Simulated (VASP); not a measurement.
Input of a VASP 6.6.1 run:

POSCAR

```
MoS2
1.0
    3.1690000000      0.0000000000      0.0000000000
   -1.5845000000      2.7444345000      0.0000000000
    0.0000000000      0.0000000000     12.3240000000
Mo S
2 4
Direct
    0.3333333300      0.6666666700      0.2500000000
    0.6666666700      0.3333333300      0.7500000000
    0.3333333300      0.6666666700      0.6230000000
    0.6666666700      0.3333333300      0.1230000000
    0.3333333300      0.6666666700      0.8770000000
    0.6666666700      0.3333333300      0.3770000000
```

File INCAR.step1:

```
  ALGO = Fast
  EDIFF = 1E-7
  ENCUT = 520
  GGA = PE
  GGA_COMPAT = False
  ISIF = 2
  ISMEAR = 0
  LASPH = True
  LCHARG = True
  LMAXMIX = 4
  LORBIT = 11
  LREAL = False
  LSORBIT = True
  LWAVE = False
  MAGMOM = 0 0 0 0 0 0 0 0 0 0 0 0 0 0 0 0 0 0
  NBANDS = 68
  NELM = 100
  PREC = Accurate
  SIGMA = 0.02
```

File KPOINTS.step1:

```
k-points
0
Gamma
  12 12 4
```

File INCAR.step2:

```
  ALGO = Fast
  EDIFF = 1E-7
  ENCUT = 520
  GGA = PE
  GGA_COMPAT = False
  ICHARG = 11
  ISIF = 2
  ISMEAR = 0
  LASPH = True
  LCHARG = False
  LMAXMIX = 4
  LORBIT = 11
  LREAL = False
  LSORBIT = True
  LWAVE = False
  MAGMOM = 0 0 0 0 0 0 0 0 0 0 0 0 0 0 0 0 0 0
  NBANDS = 68
  NELM = 100
  PREC = Accurate
  SIGMA = 0.05
```

KPOINTS.step2

```
path GMKGALHA,LM,KH
20
line-mode
reciprocal
 0.0000000000  0.0000000000  0.0000000000  G
 0.5000000000  0.0000000000  0.0000000000  M

 0.5000000000  0.0000000000  0.0000000000  M
 0.3333333333  0.3333333333  0.0000000000  K

 0.3333333333  0.3333333333  0.0000000000  K
 0.0000000000  0.0000000000  0.0000000000  G

 0.0000000000  0.0000000000  0.0000000000  G
 0.0000000000  0.0000000000  0.5000000000  A

 0.0000000000  0.0000000000  0.5000000000  A
 0.5000000000  0.0000000000  0.5000000000  L

 0.5000000000  0.0000000000  0.5000000000  L
 0.3333333333  0.3333333333  0.5000000000  H

 0.3333333333  0.3333333333  0.5000000000  H
 0.0000000000  0.0000000000  0.5000000000  A

 0.5000000000  0.0000000000  0.5000000000  L
 0.5000000000  0.0000000000  0.0000000000  M

 0.3333333333  0.3333333333  0.0000000000  K
 0.3333333333  0.3333333333  0.5000000000  H
```

Potentials or basis: VASP PAW PBE potentials, release 64 (Mo_sv, S).

Command:

```sh
$ cat potpaw_PBE.64/Mo_sv/POTCAR potpaw_PBE.64/S/POTCAR > POTCAR
$ cp INCAR.step1 INCAR
$ cp KPOINTS.step1 KPOINTS
$ mpirun -np 1 vasp_ncl > vasp.out
$ cp INCAR.step2 INCAR
$ cp KPOINTS.step2 KPOINTS
$ mpirun -np 1 vasp_ncl > vasp.out
```

**Question.** Predict the net moment.

**Answer.** 0.00 μB per cell.

Moments on the atoms (μB; x, y, z):
```
Mo  0.00 0.00 0.00
Mo  0.00 0.00 0.00
S   0.00 0.00 0.00
S   0.00 0.00 0.00
S   0.00 0.00 0.00
S   0.00 0.00 0.00
```
